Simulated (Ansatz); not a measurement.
# Work function of K(100): what the settings cost and change

How thick a slab and how much vacuum does the work function of K(100) need?

Calculated with Ansatz 0.2.0; plane-wave DFT, PBE, Ansatz PAW.

### Step 1. The structure

The cell holds 1 atom: 1 K. Cell: a = 5.230 Å, b = 5.230 Å, c = 18.000 Å, α = 90.0°, β = 90.0°, γ = 90.0°. Vacuum lies along c.

### Step 2. Slab, setting 1 layer

A work function rests on the faint tail of the density, so the SCF threshold is tight. The slab grows from one layer, at fixed mesh and 18 Å of vacuum; then the vacuum is varied on one slab.

input.yaml

```yaml
crystal:
  lattice:
    - [5.23, 0.0, 0.0]
    - [0.0, 5.23, 0.0]
    - [0.0, 0.0, 18.0]
  atoms:
    - { symbol: K, position: [0.5, 0.5, 0.5] }
kpoints:
  mp_grid: { grid: [8, 8, 1] }
hamiltonian:
  xc: pbe
scf:
  occupations: { method: fermi_dirac, width: 0.1 }
  convergence: { dr2_threshold: 1.0e-09 }
efield:
  axis: 3
  dipole_correction: true
  ramp_position: 0.97
  ramp_width: 0.06
output:
  write_potential: true
  write_density: true
  volumetric_format: npy
  elf: true
```

Launch:

```
$ ansatz run input.yaml --threads 2 --pin off --max-ram 3072MiB --backend cpu --events-out ev --progress --plain --runs-dir out
```

Numbers of over 12 decimals in the logs are rounded to 6 here.

Output:

```text
Engine: ansatz 0.2.0, aarch64-unknown-linux-gnu
Pseudopotentials: kind: paw
Pseudopotential: K, paw, valence charge 9, recommended cutoff 420 eV (normal), K.paw.azcp
Functional definition: PBE
  parameter kappa = 0.804
  parameter beta = 0.066725
  exchange = pbe_x(kappa = kappa, mu = beta*pi^2/3)
  correlation = pbe_c(beta = beta)
Crystal: 1 atoms, lattice volume = 492.352 Å³
Basis set: ecut = 420 eV, 9645 PW (Γ)
Bands: 9, of which v1, the nominal top of the filled ones, is band 5 counted from 1 (4 counted from 0)
Symmetry: 8 space group operations
k-points: 15 of 64
Non-local potential: K, projectors of the file, l = 0: 3, l = 1: 2, l = 2: 2
PAW form: soft (Blöchl's): semilocal exchange-correlation on the pseudo side does not see the compensation charge
PAW one-centre angular grid: K, 110 points (default); XC on 64 Gauss nodes
Initial density: superposition of atomic densities (neutral atoms: chi_scale 0, normalization atom), corrected by the library's trained network
Initial wavefunctions: pseudopotential atomic-orbital guess
Functional: x = pbe(κ = 0.804, μ = 0.219515), c = pbe(β = 0.066725)
SCF iter   1: F=—  HF=-1537.388869 eV  |F-HF|=—  |Δ(HF+E_count)|=         —  Δρ=2.90e-4  dr2=2.49e-3  ethr=1.77e-3  p=-0.000 e·Å  D=-8.77e-16 V/Å  ΔV_dip=0.00 eV  dr2_dipole=2.31e-12  V_vac-E_F(+/−)=2.31/2.31 eV  ⟨swp⟩=6.9  Hψ=1179  notcnv=0
efield: sawtooth ramp at fractional position 0.9700 (set: `efield.ramp_position`, or a place that a band, a saddle search or an elastic batch's reference lends), width 0.0600; the density the first Hamiltonian is built on has a dipole p = -0.000 e·Å; the dipole correction subtracts the counter field D = -8.77e-16 V/Å, which shifts the + side's vacuum level by +0.00 eV against the − side's; the planar-averaged density in the ramp window peaks in size at 3.7e-7 e/Å³
preconditioner: auto → LDOS  [metal: Δε(μ)=0.274 eV  Ē_g=2.422 eV  σ=0.100 eV  W_gap=0.45  n_scr=28 (ndim 8)  ℏωp=1.7 eV  f_vac=0.661  D(μ)=1.23/eV (n_scr^D=2)  β→1.0]
SCF iter   2: F=—  HF=-1537.390104 eV  |F-HF|=—  |Δ(HF+E_count)|=   1.24e-3  Δρ=1.22e-4  dr2=4.01e-4  ethr=2.77e-5  p=0.000 e·Å  D=2.27e-7 V/Å  ΔV_dip=-0.00 eV  dr2_dipole=7.80e-12  V_vac-E_F(+/−)=2.41/2.41 eV  ⟨swp⟩=2.5  Hψ=324  notcnv=0
SCF iter   3: F=—  HF=-1537.390170 eV  |F-HF|=—  |Δ(HF+E_count)|=   6.61e-5  Δρ=9.95e-5  dr2=5.44e-5  ethr=4.46e-6  p=-0.000 e·Å  D=-4.47e-7 V/Å  ΔV_dip=0.00 eV  dr2_dipole=2.42e-11  V_vac-E_F(+/−)=2.46/2.46 eV  ⟨swp⟩=2.5  Hψ=203  notcnv=0
SCF iter   4: F=—  HF=-1537.390163 eV  |F-HF|=—  |Δ(HF+E_count)|=   7.16e-6  Δρ=1.50e-5  dr2=4.13e-6  ethr=6.04e-7  p=0.000 e·Å  D=6.09e-8 V/Å  ΔV_dip=-0.00 eV  dr2_dipole=1.01e-12  V_vac-E_F(+/−)=2.47/2.47 eV  ⟨swp⟩=2.2  Hψ=200  notcnv=0
SCF iter   5: F=—  HF=-1537.390167 eV  |F-HF|=—  |Δ(HF+E_count)|=   3.61e-6  Δρ=3.74e-6  dr2=2.24e-7  ethr=4.59e-8  p=-0.000 e·Å  D=-9.79e-8 V/Å  ΔV_dip=0.00 eV  dr2_dipole=1.86e-12  V_vac-E_F(+/−)=2.47/2.47 eV  ⟨swp⟩=1.9  Hψ=152  notcnv=0
SCF iter   6: F=—  HF=-1537.390156 eV  |F-HF|=—  |Δ(HF+E_count)|=   1.06e-5  Δρ=1.07e-6  dr2=1.67e-8  ethr=2.48e-9  p=0.000 e·Å  D=1.52e-7 V/Å  ΔV_dip=-0.00 eV  dr2_dipole=4.06e-12  V_vac-E_F(+/−)=2.47/2.47 eV  ⟨swp⟩=1.9  Hψ=152  notcnv=0
SCF iter   7: F=-1537.390156 eV  HF=-1537.390156 eV  |F-HF|=4.37e-10  |Δ(HF+E_count)|=   1.27e-8  Δρ=2.85e-7  dr2=8.24e-10  ethr=1.11e-11  p=-0.000 e·Å  D=-2.08e-7 V/Å  ΔV_dip=0.00 eV  dr2_dipole=7.81e-12  V_vac-E_F(+/−)=2.47/2.47 eV  ⟨swp⟩=3.3  Hψ=692  notcnv=0
SCF 1 converged in 7 iterations: F = -1537.390156 eV  dr2 = 8.24e-10
  greatest PAW one-centre occupation: 0.988 electrons in one spin orbital (limit 2), on the K atom at site 0 (counted from 0), in its partial waves of l = 0
WARN: The output density's exchange-correlation potential varies sharply where the density is thin. Do not read a vacuum level from v_tot or v_xc, or from such a field of the output density. On a cell that repeats whose density bears no net charge and no dipole along the vacuum's axis use v_es (v_loc + v_h of the components); under efield.dipole_correction with no amplitude use v_es + v_field, which holds any externa [...]
SCF converged after 7 iterations
Free energy (F): -1537.390156 eV
Harris-Foulkes:  -1537.390156 eV  (|F-HF|=4.37e-10)
Internal energy: -1537.351165 eV  (E = F + TS)
E sigma→0 (E₀):  -1537.370661 eV
Entropy (-TS):   -0.038991 eV (-38.991 meV/atom)
Fermi energy:    -1.755852 eV
Dipole field:    D = 0.000002 V/Å  (p = 0.000006 e·Å, saw-weighted, corrected)
Work function:   Φ+ = 2.4724 eV   Φ− = 2.4724 eV
Levels:          The Fermi level and band energies are counted from a zero that moves with the ramp; work functions are not
--- Per-component energies (eV) ---
  E_band       = -179.054505
  E_kinetic    = 251.254191
  E_local      = -1455.055340  (includes V_loc(G=0)·N_el)
  E_nonlocal   = 12.888974
  E_hartree    = 601.328101
  E_xc         = -132.947341
  E_vxc        = -161.964895  (∫ρ·V_xc dr)
  E_paw        = -781.797465  (= ΣΔE_a)
  E_vpaw       = -28.833862  (= ΣTr[D̂ρ^β])
  E_aug_tail   = -0.000003  (compensation charges beyond the density's cutoff)
  E_efield     = 0.000000  (sawtooth field / dipole correction)
  E_vefield    = 0.000000  (∫n·V_field dr)
  E_ewald      = -33.022282
  E_smearing   = -0.038991  (= −TS)
  E_closure    = -0.000000  (closes the sum)
  Σ components = -1537.390156   (vs F -1537.390156, Δ=0.00e0)
--- Band table (eV; the first three rows and the last of 15) ---
  k-point 0: bands = ["-34.5081", "-18.0006", "-17.9588", "-17.9588", "-2.6804", "-0.8372", "0.1820", "1.0024", "1.0438"]
  k-point 1: bands = ["-34.5081", "-18.0005", "-17.9603", "-17.9587", "-2.5857", "-0.7621", "0.2659", "0.8505", "1.1191"]
  k-point 2: bands = ["-34.5080", "-18.0002", "-17.9638", "-17.9584", "-2.3062", "-0.5381", "0.2727", "0.5295", "1.3364"]
  k-point 14: bands = ["-34.5077", "-17.9990", "-17.9678", "-17.9678", "-0.1030", "0.0957", "0.0957", "0.2675", "1.0855"]
```

The job ended after 9.8 s (2 threads of Arm Neoverse N1, shared host; peak memory 0.46 GiB; 19 s of CPU time).

The column dr2 measures how far the density is from self-consistency, as an energy; F and HF (Harris–Foulkes) agree once it is small.

This step gave:

| Item | Value |
| --- | --- |
| energy at zero smearing | -1537.3707 eV |
| work function, upper face | 2.472 eV |

Running mean over 2.615 Å of the planar mean; the ramp of the sawtooth is left out. The electron's electrostatic potential energy less the Fermi level by z:

```
z (Å)  electron's electrostatic potential energy less the Fermi level (eV)
  3.0                                                                 2.47
  3.5                                                                 2.47
  4.0                                                                 2.47
  4.5                                                                 2.46
  5.0                                                                 2.44
  5.5                                                                 2.40
  6.0                                                                 2.31
  6.5                                                                 2.15
  7.0                                                                 1.79
  7.5                                                                 1.02
  8.0                                                               0.0582
  8.5                                                               -0.557
  9.0                                                               -0.706
  9.5                                                               -0.557
 10.0                                                               0.0582
 10.5                                                                 1.02
 11.0                                                                 1.79
 11.5                                                                 2.15
 12.0                                                                 2.31
 12.5                                                                 2.40
 13.0                                                                 2.44
 13.5                                                                 2.46
 14.0                                                                 2.47
 14.5                                                                 2.47
 15.0                                                                 2.47
```

ELF in the ca plane at fractional y = 0.500, with atoms of K within 0.2 Å of it. It is the smooth field of the valence electrons, not physical close to the nuclei.

Values, 7 rows by 16 columns, each cell a mean:
```
0.00 0.00 0.00 0.00 0.04 0.26 0.52 0.37 0.35 0.51 0.33 0.06 0.01 0.00 0.00 0.00
0.00 0.00 0.00 0.00 0.06 0.28 0.18 0.12 0.15 0.13 0.30 0.08 0.01 0.00 0.00 0.00
0.00 0.00 0.00 0.01 0.07 0.24 0.07 0.64 0.74 0.10 0.23 0.10 0.01 0.00 0.00 0.00
0.00 0.00 0.00 0.01 0.08 0.23 0.09 0.76 0.79 0.17 0.20 0.11 0.01 0.00 0.00 0.00
0.00 0.00 0.00 0.01 0.07 0.25 0.07 0.51 0.61 0.08 0.25 0.10 0.01 0.00 0.00 0.00
0.00 0.00 0.00 0.00 0.05 0.28 0.26 0.08 0.08 0.20 0.32 0.07 0.01 0.00 0.00 0.00
0.00 0.00 0.00 0.00 0.04 0.26 0.58 0.53 0.51 0.60 0.32 0.06 0.01 0.00 0.00 0.00
```
Columns run along c (18.0 Å), rows up along a (5.2 Å). Atoms in or near the plane, at fractional coordinates: K at (0.50, 0.50).

Electrostatic potential energy in the ca plane at fractional y = 0.500, with atoms of K within 0.2 Å of it. With pseudopotentials it is smooth inside the atoms' cores, unlike the true potential.

Ten even steps from '0' (-14 eV) to '9' (1 eV), each cell a mean:
```
99999999999999999999999999999999999999999999
99999999999999999999988899999999999999999999
99999999999999999998777788999999999999999999
99999999999999999987522468899999999999999999
99999999999999999875000037899999999999999999
99999999999999999874000016899999999999999999
99999999999999999874000016899999999999999999
99999999999999999886200147899999999999999999
99999999999999999988655678999999999999999999
99999999999999999998888889999999999999999999
99999999999999999999999999999999999999999999
99999999999999999999999999999999999999999999
```
Columns run along c (18.0 Å; values clipped at the 3rd and 97th percentile), rows up along a (5.2 Å). Atoms in or near the plane, at fractional coordinates: K at (0.50, 0.50).

Valence density in the ca plane at fractional y = 0.500, with atoms of K within 0.2 Å of it. It is the smooth field of the valence electrons, not physical close to the nuclei.

Ten steps, logarithmic in the rise over the least value, from '0' (0.0 e/Å³) to '9' (4.1 e/Å³), each cell a mean:
```
00000000000000000000000000000000000000000000
00000000000000000000000000000000000000000000
00000000000000000000111100000000000000000000
00000000000000000001355420000000000000000000
00000000000000000003689741000000000000000000
00000000000000000014799962000000000000000000
00000000000000000013799852000000000000000000
00000000000000000002577631000000000000000000
00000000000000000000233210000000000000000000
00000000000000000000011000000000000000000000
00000000000000000000000000000000000000000000
00000000000000000000000000000000000000000000
```
Columns run along c (18.0 Å), rows up along a (5.2 Å). Atoms in or near the plane, at fractional coordinates: K at (0.50, 0.50).

The work function is 2.472 eV.

### Step 3. Slab, 2 atoms

System of this step: K(100). The cell holds 2 atoms: 2 K. Cell: a = 5.230 Å, b = 5.230 Å, c = 20.615 Å, α = 90.0°, β = 90.0°, γ = 90.0°. Vacuum lies along c.

input.yaml, the sections that differ from step 2:

```yaml
crystal:
  lattice:
    - [5.23, 0.0, 0.0]
    - [0.0, 5.23, 0.0]
    - [0.0, 0.0, 20.615]
  atoms:
    - { symbol: K, position: [0.5, 0.5, 0.4365753092] }
    - { symbol: K, position: [0.0, 0.0, 0.5634246908] }
output:
  write_potential: true
  write_density: true
  volumetric_format: npy
# kpoints, hamiltonian, scf, efield: as in step 2
```

Output:

```text
[...]
Crystal: 2 atoms, lattice volume = 563.880 Å³
Basis set: ecut = 420 eV, 11109 PW (Γ)
Bands: 13, of which v1, the nominal top of the filled ones, is band 9 counted from 1 (8 counted from 0)
Symmetry: 8 space group operations
k-points: 15 of 64
[...]
k-point 0: bands = [... 5 lower, -17.0353, -17.0094, -17.0094, -2.7170, -1.2858, -0.0100, 0.7348, 0.9995]
  k-point 1: bands = [... 5 lower, -17.0311, -17.0111, -17.0103, -2.6207, -1.1991, 0.0640, 0.7678, 0.8539]
  k-point 2: bands = [... 5 lower, -17.0271, -17.0151, -17.0128, -2.3366, -0.9437, 0.2065, 0.2823, 1.0647]
  k-point 14: bands = [... 5 lower, -17.0500, -17.0141, -17.0141, -0.0338, -0.0338, -0.0030, -0.0030, 1.1323]
[key lines of the parts left out:]
SCF converged after 8 iterations
Free energy (F): -3075.189868 eV
Fermi energy:    -1.104297 eV
Dipole field:    D = 0.000000 V/Å  (p = 0.000001 e·Å, saw-weighted, corrected)
Work function:   Φ+ = 2.2176 eV   Φ− = 2.2177 eV
```

Wall time 12 s (2 threads); peak memory 0.54 GiB.

The work function is 2.218 eV, -0.255 eV from the run “1 layer”, at 1.3 times its CPU time.

### Step 4. Slab, 3 atoms

System of this step: K(100). The cell holds 3 atoms: 3 K. Cell: a = 5.230 Å, b = 5.230 Å, c = 23.230 Å, α = 90.0°, β = 90.0°, γ = 90.0°. Vacuum lies along c.

input.yaml, the sections that differ from step 3:

```yaml
crystal:
  lattice:
    - [5.23, 0.0, 0.0]
    - [0.0, 5.23, 0.0]
    - [0.0, 0.0, 23.23]
  atoms:
    - { symbol: K, position: [0.0, 0.0, 0.3874300474] }
    - { symbol: K, position: [0.5, 0.5, 0.5] }
    - { symbol: K, position: [0.0, 0.0, 0.6125699526] }
# kpoints, hamiltonian, scf, efield, output: as in step 3
```

Output:

```text
[...]
Crystal: 3 atoms, lattice volume = 635.408 Å³
Basis set: ecut = 420 eV, 12421 PW (Γ)
Bands: 18, of which v1, the nominal top of the filled ones, is band 14 counted from 1 (13 counted from 0)
Symmetry: 8 space group operations
k-points: 15 of 64
[...]
k-point 0: bands = [... 10 lower, -16.3642, -16.3642, -2.6333, -1.6514, -0.4917, 0.5613, 0.9822, 1.1348]
  k-point 1: bands = [... 10 lower, -16.3657, -16.3642, -2.5361, -1.5602, -0.4107, 0.6348, 0.9158, 1.0773]
  k-point 2: bands = [... 10 lower, -16.3695, -16.3642, -2.2495, -1.2918, -0.1717, 0.3107, 0.8502, 1.1440]
  k-point 14: bands = [... 10 lower, -16.3735, -16.3735, -0.0564, 0.1238, 0.1254, 0.1254, 0.7461, 0.8376]
[key lines of the parts left out:]
SCF converged after 8 iterations
Free energy (F): -4613.007353 eV
Fermi energy:    -0.797813 eV
Dipole field:    D = 0.000000 V/Å  (p = 0.000000 e·Å, saw-weighted, corrected)
Work function:   Φ+ = 2.2441 eV   Φ− = 2.2441 eV
```

Elapsed: 17 s, on 2 threads; peak memory 0.61 GiB.

The work function is 2.244 eV, +0.026 eV from the run “2 layers”, at 1.4 times its CPU time.

### Step 5. Slab, 4 atoms

System of this step: K(100). The cell holds 4 atoms: 4 K. Cell: a = 5.230 Å, b = 5.230 Å, c = 25.845 Å, α = 90.0°, β = 90.0°, γ = 90.0°. Vacuum lies along c.

input.yaml, the sections that differ from step 4:

```yaml
crystal:
  lattice:
    - [5.23, 0.0, 0.0]
    - [0.0, 5.23, 0.0]
    - [0.0, 0.0, 25.845]
  atoms:
    - { symbol: K, position: [0.5, 0.5, 0.3482298317] }
    - { symbol: K, position: [0.0, 0.0, 0.4494099439] }
    - { symbol: K, position: [0.5, 0.5, 0.5505900561] }
    - { symbol: K, position: [0.0, 0.0, 0.6517701683] }
# kpoints, hamiltonian, scf, efield, output: as in step 4
```

Output:

```text
[...]
Crystal: 4 atoms, lattice volume = 706.936 Å³
Basis set: ecut = 420 eV, 13911 PW (Γ)
Bands: 22, of which v1, the nominal top of the filled ones, is band 18 counted from 1 (17 counted from 0)
Symmetry: 8 space group operations
k-points: 15 of 64
[...]
k-point 0: bands = [... 14 lower, -16.1219, -16.1219, -2.5147, -1.8426, -0.8836, 0.0537, 0.9116, 1.2820]
  k-point 1: bands = [... 14 lower, -16.1231, -16.1229, -2.4169, -1.7493, -0.7970, 0.1304, 0.9865, 1.0685]
  k-point 2: bands = [... 14 lower, -16.1257, -16.1255, -2.1284, -1.4744, -0.5426, 0.3469, 0.4612, 0.9898]
  k-point 14: bands = [... 14 lower, -16.1266, -16.1266, 0.1333, 0.1333, 0.2821, 0.2821, 0.7138, 0.7138]
[key lines of the parts left out:]
SCF converged after 8 iterations
Free energy (F): -6150.794547 eV
Fermi energy:    -0.537502 eV
Dipole field:    D = 0.000000 V/Å  (p = 0.000000 e·Å, saw-weighted, corrected)
Work function:   Φ+ = 2.2821 eV   Φ− = 2.2821 eV
```

It took 23 s on 2 threads; peak memory 0.7 GiB.

The work function is 2.282 eV, +0.038 eV from the run “3 layers”, at 1.4 times its CPU time.

### Step 6. Run, 5 atoms

System of this step: K(100). The cell holds 5 atoms: 5 K. Its edges and angles: a = 5.230 Å, b = 5.230 Å, c = 28.460 Å, α = 90.0°, β = 90.0°, γ = 90.0°. Vacuum lies along c.

input.yaml, the sections that differ from step 5:

```yaml
crystal:
  lattice:
    - [5.23, 0.0, 0.0]
    - [0.0, 5.23, 0.0]
    - [0.0, 0.0, 28.46]
  atoms:
    - { symbol: K, position: [0.0, 0.0, 0.3162333099] }
    - { symbol: K, position: [0.5, 0.5, 0.408116655] }
    - { symbol: K, position: [0.0, 0.0, 0.5] }
    - { symbol: K, position: [0.5, 0.5, 0.591883345] }
    - { symbol: K, position: [0.0, 0.0, 0.6837666901] }
# kpoints, hamiltonian, scf, efield, output: as in step 5
```

Output:

```text
[...]
Crystal: 5 atoms, lattice volume = 778.464 Å³
Basis set: ecut = 420 eV, 15279 PW (Γ)
Bands: 28, of which v1, the nominal top of the filled ones, is band 23 counted from 1 (22 counted from 0)
Symmetry: 8 space group operations
k-points: 15 of 64
[...]
k-point 1: bands = [... 19 lower, -15.8747, -2.2393, -1.7615, -1.0271, -0.1937, 0.5821, 1.2626, 1.3292, ... 1 higher]
  k-point 2: bands = [... 19 lower, -15.8755, -1.9496, -1.4821, -0.7638, 0.0498, 0.6218, 0.8240, 1.0160, ... 1 higher]
  k-point 14: bands = [... 19 lower, -15.8763, 0.2781, 0.3444, 0.4852, 0.4852, 0.7118, 0.7720, 0.7720, ... 1 higher]
[key lines of the parts left out:]
SCF converged after 8 iterations
Free energy (F): -7688.589820 eV
Fermi energy:    -0.287367 eV
Dipole field:    D = 0.000000 V/Å  (p = 0.000001 e·Å, saw-weighted, corrected)
Work function:   Φ+ = 2.2299 eV   Φ− = 2.2300 eV
```

It took 33 s on 2 threads; peak memory 0.81 GiB; 64 s of CPU time.

The work function is 2.230 eV, -0.052 eV from the run “4 layers”, at 1.4 times its CPU time.

### Step 7. Run, 6 atoms

System of this step: K(100). The cell holds 6 atoms: 6 K. Cell: a = 5.230 Å, b = 5.230 Å, c = 31.075 Å, α = 90.0°, β = 90.0°, γ = 90.0°. Vacuum lies along c.

input.yaml, the sections that differ from step 6:

```yaml
crystal:
  lattice:
    - [5.23, 0.0, 0.0]
    - [0.0, 5.23, 0.0]
    - [0.0, 0.0, 31.075]
  atoms:
    - { symbol: K, position: [0.5, 0.5, 0.2896218825] }
    - { symbol: K, position: [0.0, 0.0, 0.3737731295] }
    - { symbol: K, position: [0.5, 0.5, 0.4579243765] }
    - { symbol: K, position: [0.0, 0.0, 0.5420756235] }
    - { symbol: K, position: [0.5, 0.5, 0.6262268705] }
    - { symbol: K, position: [0.0, 0.0, 0.7103781175] }
# kpoints, hamiltonian, scf, efield, output: as in step 6
```

Output:

```text
[...]
Crystal: 6 atoms, lattice volume = 849.991 Å³
Basis set: ecut = 420 eV, 16703 PW (Γ)
Bands: 33, of which v1, the nominal top of the filled ones, is band 27 counted from 1 (26 counted from 0)
Symmetry: 8 space group operations
k-points: 15 of 64
[...]
k-point 1: bands = [... 23 lower, -15.6998, -2.1093, -1.7486, -1.1824, -0.4751, 0.2494, 0.9236, 1.4083, ... 2 higher]
  k-point 2: bands = [... 23 lower, -15.6990, -1.8188, -1.4661, -0.9128, -0.2218, 0.4845, 0.7638, 1.0584, ... 2 higher]
  k-point 14: bands = [... 23 lower, -15.7009, 0.4358, 0.4358, 0.6320, 0.6320, 0.8032, 0.8032, 0.8394, ... 2 higher]
[key lines of the parts left out:]
SCF converged after 9 iterations
Free energy (F): -9226.389891 eV
Fermi energy:    -0.124565 eV
Dipole field:    D = -0.000000 V/Å  (p = -0.000000 e·Å, saw-weighted, corrected)
Work function:   Φ+ = 2.2623 eV   Φ− = 2.2624 eV
```

The job ended after 50 s (2 threads; peak memory 0.94 GiB).

The work function is 2.262 eV, +0.032 eV from the run “5 layers”, at 1.5 times its CPU time.

[end of part 1 of 2]

[Logs are printed without paths, hosts, clocks, repeated set-up lines and the standing remarks that a program may print on its own settings, such as how far it seeks lower states.]

[Hosts, paths, dates, database ids (printed as entryN), source tags and the programs' standing remarks are cut or masked in the printed files.]

[Maps of the electrostatic potential energy from Ansatz leave out the sawtooth potential of an applied field or a dipole correction, so their vacuum need not be flat; planar profiles and work functions include it.]
